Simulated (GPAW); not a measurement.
# La2O3 (P321) in GPAW: single point with r2SCAN

Aim: the single point of La2O3 with r2SCAN.

Everything below comes from runs of GPAW 26.7.0. Logs are shortened: lines on timing, memory, paths and dates and some standing lists are left out, and cuts for length are marked. The log counts tension as positive stress, the text compression.

## Step 1: Starting point

The structure is trigonal, space group P321 (No. 150). Conventional cell: a = 6.370 Å, b = 6.370 Å, c = 3.290 Å, α = 90.00°, β = 90.00°, γ = 120.00°. La (site symmetry 3) is surrounded by 6 O at 2.46 to 2.47 Å. Around O (site symmetry 2) lie 4 La at 2.46 to 2.47 Å.

The cell comes from a database or a generator and needn't be the stable form of this composition.

## Step 2: Single point, r2SCAN

run.py

```python
from ase.dft.bandgap import bandgap
from ase.io import read, write
from ase.units import GPa
from gpaw import GPAW, PW

atoms = read('POSCAR')

calc = GPAW(mode=PW(650),
            xc='MGGA_X_R2SCAN+MGGA_C_R2SCAN',
            kpts={'size': (4, 4, 7), 'gamma': True},
            occupations={'name': 'fermi-dirac', 'width': 0.05},
            nbands=42,
            maxiter=120,
            txt='gpaw.txt')
atoms.calc = calc
energy = atoms.get_potential_energy()
forces = atoms.get_forces()
stress = atoms.get_stress()
calc.write('gs.gpw')
write('result.traj', atoms)
print(f'Energy: {energy:.6f} eV')
print('Forces (eV/A):')
print(forces.round(4))
print('Stress (GPa):', (stress / GPa).round(3))
print('Fermi level:', round(calc.get_fermi_level(), 4), 'eV')
print(f'Gap: {bandgap(calc)[0]:.4f} eV, direct: {bandgap(calc, direct=True)[0]:.4f} eV')
```

POSCAR

```
La2O3
1.0
    6.3702727145      0.0000000000      0.0000000000
   -3.1851363572      5.5168179998      0.0000000000
    0.0000000000      0.0000000000      3.2898942108
La O
2 3
Direct
    0.6666666667      0.3333333333      0.4981030000
    0.3333333333      0.6666666667      0.5018970000
    0.5046070000      0.0000000000      0.0000000000
    0.0000000000      0.5046070000      0.0000000000
    0.4953930000      0.4953930000      0.0000000000
```

Potentials or basis: GPAW PAW data sets (gpaw-data 1.2.1), pw.

Command:

```
OMP_NUM_THREADS=1 python run.py
```

gpaw.txt:

```text
__  _  _
 | _ |_)|_||  |
 |__||  | ||/\| - 26.7.0

Input parameters:
  mode=PW(ecut=650.0),
  kpts=MonkhorstPack(size=(4, 4, 7), gamma=True),
  maxiter=120,
  nbands=42,
  occupations=Occupations(name='fermi-dirac', width=0.05),
  xc=XC(name='MGGA_X_R2SCAN+MGGA_C_R2SCAN')

Diagonalizing LCAO Hamiltonian
Converting LCAO to pw mode

              La
                    La
         O       O

                   O

Atoms  # Å, Bohr magnetons
|   | symbol |         x |        y |        z |    initial magnetic moments |
|---|--------|-----------|----------|----------|-----------------------------|
| 0 |     La |  3.185136 | 1.838939 | 1.638706 | ( 0.0000,  0.0000,  0.0000) |
| 1 |     La | -0.000000 | 3.677879 | 1.651188 | ( 0.0000,  0.0000,  0.0000) |
| 2 |      O |  3.214484 | 0.000000 | 0.000000 | ( 0.0000,  0.0000,  0.0000) |
| 3 |      O | -1.607242 | 2.783825 | 0.000000 | ( 0.0000,  0.0000,  0.0000) |
| 4 |      O |  1.577894 | 2.732993 | 0.000000 | ( 0.0000,  0.0000,  0.0000) |

Unit cell  # Å
| periodic |         x |        y |        z |  lengths |     angles |
|----------|-----------|----------|----------|----------|------------|
|      yes |  6.370273 | 0.000000 | 0.000000 | 6.370273 |  90.000000 |
|      yes | -3.185136 | 5.516818 | 0.000000 | 6.370273 |  90.000000 |
|      yes |  0.000000 | 0.000000 | 3.289894 | 3.289894 | 120.000000 |

Number of symmetries: 6
Symmetry operations  # r_c * U_cc + t_c -> r_c
|   | kind |            matrix            |
|---|------|------------------------------|
| 0 |  E   |  1, 0, 0,  0, 1, 0,  0, 0, 1 |
| 1 |  C2  |  1, 0, 0, -1,-1, 0,  0, 0,-1 |
| 2 |  C2  |  0, 1, 0,  1, 0, 0,  0, 0,-1 |
| 3 |  C3  |  0, 1, 0, -1,-1, 0,  0, 0, 1 |
| 4 |  C3  | -1,-1, 0,  1, 0, 0,  0, 0, 1 |
| 5 |  C2  | -1,-1, 0,  0, 1, 0,  0, 0,-1 |

BZ-sampling:
  Number of BZ points: 112
  Number of IBZ points: 19

  Monkhorst-Pack size: [4, 4, 7]
  Monkhorst-Pack shift: [0.125, 0.125, 0.0]

K-points  # in reciprocal-cell coordinates
|     |                                coordinates |     weight |
|-----|--------------------------------------------|------------|
|   0 | (  0.00000000,   0.00000000,   0.00000000) | 0.00892857 |
|   1 | (  0.00000000,   0.00000000,   0.14285714) | 0.01785714 |
|   2 | (  0.00000000,   0.00000000,   0.28571429) | 0.01785714 |
|   3 | (  0.00000000,   0.00000000,   0.42857143) | 0.01785714 |
|   4 | (  0.25000000,   0.00000000,  -0.42857143) | 0.05357143 |
|   5 | (  0.25000000,   0.00000000,  -0.28571429) | 0.05357143 |
|   6 | (  0.25000000,   0.00000000,  -0.14285714) | 0.05357143 |
|   7 | (  0.25000000,   0.00000000,   0.00000000) | 0.05357143 |
|   8 | (  0.25000000,   0.00000000,   0.14285714) | 0.05357143 |
|   9 | (  0.25000000,   0.00000000,   0.28571429) | 0.05357143 |
| ... |                                            |            |
|  18 | (  0.50000000,   0.50000000,   0.42857143) | 0.05357143 |

Plane wave coefficients: 4372
Cutoff: 650.0 eV

Spin-components: 1 (collinear spins)
Bands:           42
Projectors:      31
Spin-degeneracy: 2
Datatype:        complex128

Parallelization:
  kpt:    1
  domain: 1
  band:   1

Density:
  Valence electrons: 40.0
  Components: 1
  Grid points: [40 40 20]
  Charge: 0.0  # |e|

Potential:
  Grid points: [40 40 20]

species:
  La:
    name:    Lanthanum
    Z:       57.0
    valence: 11
    core:    46
    charge:  0.0  # [|e|]
    compensation charges:
      type: gauss
      rc: 0.35  # [Å]
      lmax: 2
    cutoffs:
      filter: 1.17  # [Å]
      core: 2.19  # [Å]
    projectors
    | kind |    occ | energy [eV] | rcut [Å] |
    |------|--------|-------------|----------|
    |   5s |  2.000 |     -38.923 |    1.164 |
    |   6s |  2.000 |      -3.679 |    1.164 |
    |   5p |  6.000 |     -22.400 |    1.164 |
    |   6p |  0.000 |      -1.352 |    1.164 |
    |   5d |  1.000 |      -3.090 |    1.164 |
    |   4f |  0.000 |      -4.340 |    1.164 |
    |    d |        |      24.122 |    1.164 |
    |    f |        |      22.872 |    1.164 |

    Using partial waves for La as LCAO basis

  O:
    name:    Oxygen
    Z:       8.0
    valence: 6
    core:    2
    charge:  0.0  # [|e|]
    compensation charges:
      type: gauss
      rc: 0.21  # [Å]
      lmax: 2
    cutoffs:
      filter: 1.17  # [Å]
      core: 0.83  # [Å]
    projectors
    | kind |    occ | energy [eV] | rcut [Å] |
    |------|--------|-------------|----------|
    |   2s |  2.000 |     -23.961 |    0.688 |
    |   2p |  4.000 |      -9.029 |    0.598 |
    |    s |        |       3.251 |    0.688 |
    |    p |        |      18.182 |    0.598 |
    |    d |        |       0.000 |    0.619 |

    Using partial waves for O as LCAO basis

Reference energy: -468348.802346  # eV

eigensolver:
  PPCG
  Converge bands: occupied
  niter=2

density mixing:
  MSR1-Mixer
  Pratt-step length: 0.05
  Maximum mixing coefficient: 0.75
  Old densities: 10
  SVD Regularization: 0.005
  Good broyden scale: 1.0
  Trust region scale: 1.0
  Backstep threshold: 4.0
  History deletion threshold: 6.0
  Fourier metric: weight=20.0, sigma=0.015

occupation numbers:
  Fermi-Dirac:
    width: 0.0500  # eV

poisson solver:
  ecut: 5200.0  # eV

xc functional:
  name: MGGA_X_R2SCAN+MGGA_C_R2SCAN with 2 nearest neighbor stencil

convergence criteria:
- Maximum [total energy] change in last 3 cyles: 0.0005 eV / valence electron
- Maximum integral of absolute [dens]ity change: 0.0001 electrons / valence electron
- Maximum integral of absolute [eigenst]ate change: 4e-08 eV^2 / valence electron
maximum number of iterations: 120

SCF iterations
|iter     | |      energy | eigst |  dens |
|---------|-|-------------|-------|-------|
|iter:   1| |  -97.416817 | +0.38 |       |
|iter:   2| |  -78.361530 | -0.78 | -0.82 |
|iter:   3| |  -77.342465 | +0.82 | -0.85 |
|iter:   4| |  -74.604304 | +0.41 | -0.93 |
|iter:   5| |  -74.529109 | -1.37 | -1.50 |
|iter:   6| |  -74.519116 | -2.10 | -2.17 |
|iter:   7| |  -74.519717c| -3.41 | -2.70 |
|iter:   8| |  -74.519787c| -4.81 | -3.16 |
|iter:   9| |  -74.519794c| -5.85 | -3.84 |
|iter:  10| |  -74.519794c| -6.86 | -4.41c|
|iter:  11| |  -74.519794c| -7.90c| -5.13c|

Converged in 11 steps
Energy contributions relative to reference atoms: (reference = -468348.802346)

Energy contributions:
  Kinetic:          24.925889
  Coulomb:         -22.679799
  Zero:             -1.626373
  External:          0.000000
  Xc:              -75.139510
  Entropy:          -0.000000
  Spinorbit:         0.000000
  ----------------------------
  Free energy:     -74.519794
  Extrapolated:    -74.519794

dipole moment: (-8.955065, -15.510628, -27.748769)  # |e|*Ang

Fermi level: 5.261
Eigenvalues  # (at kpt = [0.000, 0.000, 0.000])
| band index |      eig [eV] | occ [0-2] |
|------------|---------------|-----------|
|          0 |       -27.132 |     2.000 |
|        ... |               |           |
|         12 |         2.234 |     2.000 |
|         13 |         2.234 |     2.000 |
|         14 |         2.444 |     2.000 |
|         15 |         2.444 |     2.000 |
|         16 |         3.361 |     2.000 |
|         17 |         3.362 |     2.000 |
[... 8 lines left out ...]
|         26 |         9.746 |     0.000 |
|         27 |         9.746 |     0.000 |
|        ... |               |           |
|         41 |        12.558 |     0.000 |

Gap: 2.082 eV
Transition (v -> c):
  (s=0, k=3, n=19, [0.00, 0.00, 0.43]) -> (s=0, k=0, n=20, [0.00, 0.00, 0.00])
Direct/indirect transitions are different
Direct gap: 2.433 eV
Transition at: (s=0, k=0, n=19, [0.00, 0.00, 0.00])

Forces  # eV/Ang
|        x |        y |        z |
|----------|----------|----------|
|  0.00000 |  0.00000 |  0.01460 |  # La   0
| -0.00000 | -0.00000 | -0.01460 |  # La   1
| -0.04255 |  0.00000 |  0.00000 |  # O    2
|  0.02127 | -0.03685 |  0.00000 |  # O    3
|  0.02127 |  0.03685 |  0.00000 |  # O    4

Stress tensor  # eV/Ang^3
|         x |         y |        z |
|-----------|-----------|----------|
|  0.009566 | -0.000000 | 0.000000 |
| -0.000000 |  0.009566 | 0.000000 |
|  0.000000 |  0.000000 | 0.012288 |

# Writing to gs.gpw (mode='')
```

It took 2.9 min on 1 thread of Arm Neoverse V2, shared host; peak memory 1.1 GiB.

Results:

| Property | Result |
| --- | --- |
| Free energy | -74.5198 eV |
| Pressure | -1.7 GPa |
| Largest force | 0.043 eV/Å |
| Band gap on the k mesh | 2.08 eV, indirect (least direct gap 2.43 eV) |

Forces on the atoms (eV/Å):
```
La   0.000  0.000  0.015
La   0.000  0.000 -0.015
O   -0.043  0.000  0.000
O    0.021 -0.037  0.000
O    0.021  0.037  0.000
```

Caveat: the cutoff is short for stress and forces, so pressures can be off by a GPa or more; one-centre terms of the f shell are cut off; the PAW data sets were made with another functional, which shifts forces and pressure a little; spin-orbit coupling is left out, which moves the levels of the heavy elements; an odd mesh through Γ misses points on the zone boundary, where band edges often lie. r2SCAN opens gaps a little over a GGA but as a rule still falls short of measured ones.
